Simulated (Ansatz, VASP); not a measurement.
**BiTe in VASP and in Ansatz**

```
CELL_PARAMETERS angstrom
0.00000 3.25119 3.40302
3.25119 0.00000 3.40302
3.25119 3.25119 0.00000
ATOMIC_POSITIONS crystal
Bi 0.00000 0.00000 0.00000
Te 0.50000 0.50000 0.50000
```

Change from the starting cell: mode 6 frozen in at +0.000 Å, normal strain along z +0.0467.

Alike in both runs: task single point; functional PBE; k mesh 12 × 12 × 12; occupations gaussian, width 0.15 eV; no spin polarisation.

|  | VASP | Ansatz |
| --- | --- | --- |
| version | VASP 6.6.1 | Ansatz 0.2.0 |
| potentials or method | VASP PAW PBE potentials, release 64 (Bi_d, Te) | scalar-relativistic, plane waves, PAW |
| plane-wave cutoff (eV) | 520 | 420 |
| valence electrons in the cell | 21 | 31 |

```tsv
	VASP	Ansatz	Ansatz less VASP
gap on the k mesh at the Fermi level (eV)	none	none	-
pressure (GPa)	-1.8	-1.7	+0.05
largest component of the traceless stress (GPa)	1.95	1.95	+0.004
```

A gap of «none» marks a metal or a gap that the smearing closes. The two sets of potentials don't hold the same shells in valence.

Caveats: spin-orbit coupling is left out, which moves the levels of the heavy elements.
